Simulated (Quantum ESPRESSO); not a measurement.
KBr:

```xyz
2
Lattice="0.0000 3.3000 3.3000 3.3000 0.0000 3.3000 3.3000 3.3000 0.0000" Properties=species:S:1:pos:R:3 pbc="T T T"
Br    3.3000    3.3000    3.3000
K     0.0000    0.0000    0.0000
```

Base run:

```yaml
Program: Quantum ESPRESSO 7.5
Functional: PBE
Potentials_or_basis: PseudoDojo 0.4.1 SR PBE standard
Cutoff: 1007 eV
Density_cutoff: 4027 eV
k_mesh: 7 × 7 × 7
Occupations: fermi-dirac, width 0.05 eV
Spin: no spin polarisation
```

Its results: band gap on the k mesh 4.44 eV, direct; pressure 0.7 GPa.

Task: The run is repeated on the same cell with these changes: functional from PBE to LDA; potentials or basis from PseudoDojo 0.4.1 SR PBE standard to PseudoDojo 0.4.1 SR LDA standard; cutoff from 1007 eV to 980 eV; density cutoff from 4027 eV to 3918 eV. What comes out?

Result: Band gap on the k mesh 4.03 eV, direct; pressure -1.7 GPa.

Caveats: some levels on the path didn't converge (some runs).

Not every run made on this cell is shown here.
